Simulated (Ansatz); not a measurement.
# FeO (I4/mmm) in Ansatz: further runs

One crystal, FeO, is run at these levels: PBE; tasks: single point.

Everything below comes from runs of Ansatz 0.2.0. Logs are shortened: lines on timing, memory, paths and dates and some standing lists are left out, and cuts for length are marked.

### 1 The crystal as given

The structure is tetragonal, space group I4/mmm (No. 139). The conventional cell has a = 3.204 Å, b = 3.204 Å, c = 4.167 Å, α = 90.00°, β = 90.00°, γ = 90.00°. Fe (site symmetry 4/mmm) is surrounded by 6 O at 2.08 to 2.27 Å. O (site symmetry 4/mmm) is surrounded by 6 Fe at 2.08 to 2.27 Å.

The cell comes from a database or a generator and needn't be the stable form of this composition.

### 2 Single point, PBE, collinear spin, ferromagnetic start

input.yaml reads:

```yaml
crystal:
  lattice:
    - [-1.602103413, 1.602103413, 2.08339225]
    - [1.602103413, -1.602103413, 2.08339225]
    - [1.602103413, 1.602103413, -2.08339225]
  atoms:
    - { symbol: Fe, position: [0.0, 0.0, 0.0], spin: 3.0 }
    - { symbol: O, position: [0.5, 0.5, 0.0] }
hamiltonian:
  xc: pbe
  pseudopotentials: { kind: paw }
magnetization:
  spin_polarized: true
  initial_magnetization: 3.0
  spin_locking: { lock_magnetization: hard }
kpoints:
  mp_grid: { grid: [10, 10, 10] }
scf:
  occupations: { method: fermi_dirac, width: 0.05 }
  lower_state_search: "off"
output:
  forces: true
  stress: true
  eigenvalues: true
```

Potentials or basis: Ansatz PAW.

Run with:

```sh
> ansatz run input.yaml --threads 2 --pin off --max-ram 5632MiB --backend cpu --events-out ev --progress --plain --runs-dir out
```

What it wrote:

```text
Warning: output.stress: scf.convergence.dr2_threshold = 1e-7 eV (the SCF's general default) is looser than the 2e-10 eV advised for a printed stress (1e-10 eV for each atom of the cell: 2). What an SCF threshold leaves in a stress goes as its square root, and in the free energy as the threshold itself, and one threshold admits the most on a small cell: of the crystals measured, under no hybrid functional and no lock of the moments, on runs that ended without the residual-converged pass, on stresses that held no estimate of that error, the worst erred by over 100 MPa in a component at 1e-7 eV an atom and by under 5 at 1e-10. Set scf.convergence.dr2_threshold to 2e-10 eV or tighter. The threshold is an SCF's pass mark: one that does not reach it within its budget of iterations ends unconverged, or closes short of it on a stop that the run arms, and scf.convergence.dr2_threshold's page says what that costs each kind of run
Warning: RAYON_NUM_THREADS=2 ignored (pool sized by the plan → 2); use --threads N
Engine: ansatz 0.2.0, aarch64-unknown-linux-gnu
Pseudopotentials: kind: paw
Pseudopotential: Fe, paw, valence charge 16, recommended cutoff 420 eV (normal), Fe.paw.azcp
Pseudopotential: O, paw, valence charge 6, recommended cutoff 420 eV (normal), O.paw.azcp
Functional definition: PBE
  parameter kappa = 0.804
  parameter beta = 0.06672455060314922
  exchange = pbe_x(kappa = kappa, mu = beta*pi^2/3)
  correlation = pbe_c(beta = beta)
Crystal: 2 atoms, lattice volume = 21.390 Å³
Basis set: ecut = 420 eV, 411 PW (Γ), exchange–correlation on 48×48×48 points (8 copies of the dense FFT grid, shifted against one another)
Bands: 17, of which v1, the nominal top of the filled ones, is band 11 counted from 1 (10 counted from 0)
Symmetry: 16 space group operations
Space group: I4/mmm (ITA 139), of the structure as read, at distance tolerance 2.8e-5 Å
Magnetic group: BNS 139.531 (UNI 1191), of the structure as read, at distance tolerance 2.8e-5 Å
k-points: 102 of 1000
Non-local potential: Fe, projectors of the file, l = 0: 3, l = 1: 2, l = 2: 3, l = 3: 1
Non-local potential: O, projectors of the file, l = 0: 2, l = 1: 2, l = 2: 1
PAW form: soft (Blöchl's): semilocal exchange-correlation on the pseudo side does not see the compensation charge
PAW one-centre angular grid: Fe, 590 points (default); XC on 64 Gauss nodes
PAW one-centre angular grid: O, 110 points (default); XC on 64 Gauss nodes
Initial density: superposition of atomic densities (chi_scale 0.1, normalization cell, long waves kept (reshape's long-wave potential 0.00 eV rms))
Starting moments: Σ|m| = 3 μB on 1 of 2 sites
Initial wavefunctions: pseudopotential atomic-orbital guess
Functional: x = pbe(κ = 0.804, μ = 0.2195149727645171), c = pbe(β = 0.06672455060314922)
SCF iter   1: F=—  HF=-5048.903851 eV  |F-HF|=—  |Δ(HF+E_count)|=         —  Δρ=1.94e-1 (↑1.25e-1 ↓1.94e-1)  dr2=2.00e1  dr2_m=3.05e-1  M=3.000 μB ∫|m|=3.000 μB  β_m=0.30  ethr=3.10e-3  ⟨swp⟩=4.4  Hψ=14415  notcnv=0
preconditioner: auto → none  [metal: Δε(μ)=0.002 eV  Ē_g=11.734 eV  σ=0.050 eV  W_gap=0.01  n_scr=8 (ndim 8)  ℏωp=30.0 eV  f_vac=0.000  D(μ)=4.46/eV (n_scr^D=72)  sad-step TF]
SCF iter   2: F=—  HF=-5046.520231 eV  |F-HF|=—  |Δ(HF+E_count)|=    2.38e0  Δρ=4.33e-2 (↑3.59e-2 ↓4.33e-2)  dr2=4.04e-1  dr2_m=5.25e-2  M=3.000 μB ∫|m|=3.001 μB  β_m=0.28  ethr=3.10e-3  ⟨swp⟩=3.0  Hψ=9397  notcnv=0  defer=92
SCF iter   3: F=—  HF=-5046.518479 eV  |F-HF|=—  |Δ(HF+E_count)|=   1.75e-3  Δρ=2.91e-2 (↑2.24e-2 ↓2.91e-2)  dr2=1.15e-1  dr2_m=3.35e-2  M=3.000 μB ∫|m|=3.003 μB  β_m=0.58  ethr=1.84e-3  ⟨swp⟩=2.7  Hψ=6671  notcnv=0  defer=37
SCF iter   4: F=—  HF=-5046.648863 eV  |F-HF|=—  |Δ(HF+E_count)|=   1.30e-1  Δρ=9.65e-3 (↑4.99e-3 ↓9.65e-3)  dr2=2.54e-2  dr2_m=3.70e-3  M=3.000 μB ∫|m|=3.018 μB  β_m=0.64  ethr=5.24e-4  ⟨swp⟩=2.7  Hψ=7502  notcnv=0  defer=42
SCF iter   5: F=—  HF=-5046.654687 eV  |F-HF|=—  |Δ(HF+E_count)|=   5.82e-3  Δρ=4.70e-3 (↑3.60e-3 ↓4.70e-3)  dr2=7.47e-3  dr2_m=5.19e-4  M=3.000 μB ∫|m|=3.023 μB  β_m=0.59  ethr=1.16e-4  ⟨swp⟩=2.0  Hψ=6096  notcnv=0  defer=41
SCF iter   6: F=—  HF=-5046.653363 eV  |F-HF|=—  |Δ(HF+E_count)|=   1.32e-3  Δρ=2.10e-3 (↑4.48e-4 ↓2.10e-3)  dr2=5.06e-4  dr2_m=2.71e-4  M=3.000 μB ∫|m|=3.024 μB  β_m=0.73  ethr=3.40e-5  ⟨swp⟩=2.2  Hψ=6167  notcnv=0  defer=41
SCF iter   7: F=—  HF=-5046.653705 eV  |F-HF|=—  |Δ(HF+E_count)|=   3.42e-4  Δρ=1.22e-3 (↑6.93e-4 ↓1.22e-3)  dr2=2.12e-4  dr2_m=9.01e-5  M=3.000 μB ∫|m|=3.024 μB  β_m=0.86  ethr=2.30e-6  ⟨swp⟩=2.5  Hψ=5290  notcnv=0  defer=41
SCF iter   8: F=—  HF=-5046.653785 eV  |F-HF|=—  |Δ(HF+E_count)|=   7.96e-5  Δρ=8.93e-4 (↑5.13e-4 ↓8.93e-4)  dr2=9.15e-5  dr2_m=7.17e-5  M=3.000 μB ∫|m|=3.024 μB  β_m=0.81  ethr=9.66e-7  ⟨swp⟩=2.0  Hψ=5658  notcnv=0  defer=41
SCF iter   9: F=—  HF=-5046.653794 eV  |F-HF|=—  |Δ(HF+E_count)|=   8.80e-6  Δρ=4.22e-4 (↑1.23e-4 ↓4.22e-4)  dr2=1.63e-5  dr2_m=1.29e-5  M=3.000 μB ∫|m|=3.024 μB  β_m=0.91  ethr=4.16e-7  ⟨swp⟩=1.7  Hψ=4583  notcnv=0  defer=41
SCF iter  10: F=—  HF=-5046.653797 eV  |F-HF|=—  |Δ(HF+E_count)|=   2.73e-6  Δρ=6.16e-5 (↑2.55e-5 ↓6.16e-5)  dr2=6.20e-7  dr2_m=2.23e-7  M=3.000 μB ∫|m|=3.024 μB  β_m=0.95  ethr=7.39e-8  ⟨swp⟩=2.0  Hψ=4956  notcnv=0  defer=41
SCF iter  11: F=-5046.653797 eV  HF=-5046.653797 eV  |F-HF|=2.47e-9  |Δ(HF+E_count)|=   8.90e-9  Δρ=1.08e-5 (↑1.08e-5 ↓9.38e-6)  dr2=6.32e-9  dr2_m=1.53e-8  M=3.000 μB ∫|m|=3.024 μB  ethr=4.55e-10  ⟨swp⟩=5.7  Hψ=15692  notcnv=0
SCF 1 converged in 11 iterations: F = -5046.653797 eV  dr2 = 6.32e-9
SCF converged after 11 iterations
Stability checked in part: among states of this total moment the steps that led to this state did not find it unstable. No probe was made; neither looks for a lower state of another moment (fixed_total_moment; see scf.lower_state_search)
Magnetization: 3.0000 μB (12.5000 up, 9.5000 down)
Absolute magnetization: 3.0240 μB (∫|ρ↑−ρ↓|, with the PAW one-centre terms)
Spin contamination: 0.0348 ħ² per cell (⟨S²⟩ above its minimum at these occupations)
Per-site moments (μB) at R_I (Å): [(2.692299889570244, 0.8593993031250001), (0.07582647776389488, 0.8593993031250001)]
Free energy (F): -5046.653797 eV
Harris-Foulkes:  -5046.653797 eV  (|F-HF|=2.47e-9)
Internal energy: -5046.624622 eV  (E = F + TS)
E sigma→0 (E₀):  -5046.639209 eV
Entropy (-TS):   -0.029174 eV (-14.587 meV/atom)
Fermi energy:    12.923483 (↑ 12.390345, ↓ 13.456621) eV
--- Per-component energies (eV) ---
  E_band       = -289.009274
  E_kinetic    = 514.490878
  E_local      = -2695.498950  (includes V_loc(G=0)·N_el)
  E_nonlocal   = 277.403234
  E_hartree    = 1097.476902
  E_xc         = -187.286279
  E_vxc        = -240.092132  (∫ρ·V_xc dr)
  E_paw        = -1528.161135  (= ΣΔE_a)
  E_vpaw       = -340.269264  (= ΣTr[D̂ρ^β])
  E_aug_tail   = 0.002910  (compensation charges beyond the density's cutoff)
  E_ewald      = -2525.052183
  E_smearing   = -0.029174  (= −TS)
  E_closure    = 0.000000  (closes the sum)
  Σ components = -5046.653797   (vs F -5046.653797, Δ=0.00e0)
--- Forces (eV/Å), atoms counted from 1 ---
  atom   1  Fe    -0.00000000     0.00000000    -0.00000000
  atom   2  O      0.00000000     0.00000000     0.00000000
  max |Σ_I F_I| component: 3.94e-31 eV/Å
--- Stress (GPa, compression-positive) ---
      -17.204216       0.000000       0.000000
        0.000000     -17.204216       0.000000
        0.000000       0.000000     -18.480354
  P = ⅓ Tr σ = -17.6296 GPa (-176.296 kbar)
--- Band table (eV; the first three rows and the last of 204) ---
  k-point 0 ↑: bands = ["-75.8402", "-42.0609", "-41.8010", "-41.8010", "-7.1055", "9.3365", "9.5899", "9.5899", "9.9804", "9.9804", "10.2102", "10.2460", "10.5493", "13.2613", "28.5362", "29.9637", "29.9637"]
  k-point 1 ↑: bands = ["-75.8397", "-42.0625", "-41.8046", "-41.8019", "-7.0054", "8.2968", "9.0254", "9.3546", "9.9054", "10.2645", "10.3273", "10.8135", "11.0799", "14.0255", "27.1857", "28.9080", "29.3137"]
  k-point 2 ↑: bands = ["-75.8386", "-42.0668", "-41.8140", "-41.8041", "-6.7509", "7.0290", "8.6491", "9.0314", "9.7121", "10.3536", "10.7731", "11.1794", "11.4562", "15.7565", "25.7433", "25.8614", "27.6953"]
  k-point 101 ↓: bands = ["-72.5554", "-38.8822", "-38.6242", "-38.6242", "-5.8644", "6.5700", "8.5023", "8.5023", "11.3174", "13.9074", "13.9074", "14.1221", "14.2033", "19.5125", "22.4782", "24.1840", "27.3787"]
```

Run time: 3.5 s. Hardware: 2 threads of Arm Neoverse V1, shared host; peak memory 0.32 GiB.

What came out:

| Item | Value |
| --- | --- |
| Free energy | -5046.6538 eV |
| Pressure | -17.6 GPa |
| Net moment | 3.00 μB per cell |
| Absolute moment | 3.02 μB per cell |
| Site moments | Fe +2.69; O +0.08 μB |

Stress tensor (GPa, compression positive):
```
-17.20   0.00   0.00
  0.00 -17.20   0.00
  0.00   0.00 -18.48
```

Caveat: the pressure holds a Pulay correction of +0.6 GPa for the finite cutoff; the total moment is fixed, so each spin has its own Fermi level; a cell with one magnetic atom can't hold antiferromagnetic order, which such compounds often take; the thresholds are loose for stress.

[end of part 1 of 2]
